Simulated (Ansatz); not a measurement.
A run of Ansatz 0.2.0 is set up as follows.

The input input.yaml:

```yaml
crystal:
  lattice:
    - [0.0, 2.32, 2.32]
    - [2.32, 0.0, 2.32]
    - [2.32, 2.32, 0.0]
  atoms:
    - { symbol: Na, position: [0.0, 0.0, 0.0] }
    - { symbol: F, position: [0.5, 0.5, 0.5] }
hamiltonian:
  xc: pbe
  pseudopotentials: { kind: paw }
kpoints:
  mp_grid: { grid: [10, 10, 10] }
scf:
  occupations: { method: fermi_dirac, width: 0.05 }
output:
  forces: true
  stress: true
  eigenvalues: true
  write_density: true
  write_potential: true
  elf: true
  volumetric_format: npy
```

Potentials or basis: Ansatz PAW.

Run with:

```bash
$ ansatz run input.yaml --threads 2 --pin off --max-ram 5120MiB --backend cpu --events-out ev --progress --plain --runs-dir out
```

Problem. Estimate the band gap on the k mesh.

Solution. 6.29 eV, direct.

Problem. Estimate the pressure.

Solution. 1.9 GPa.

Caveat: the pressure holds a Pulay correction of +0.5 GPa for the finite cutoff. PBE gaps usually lie below the measured ones, often by a third to a half.
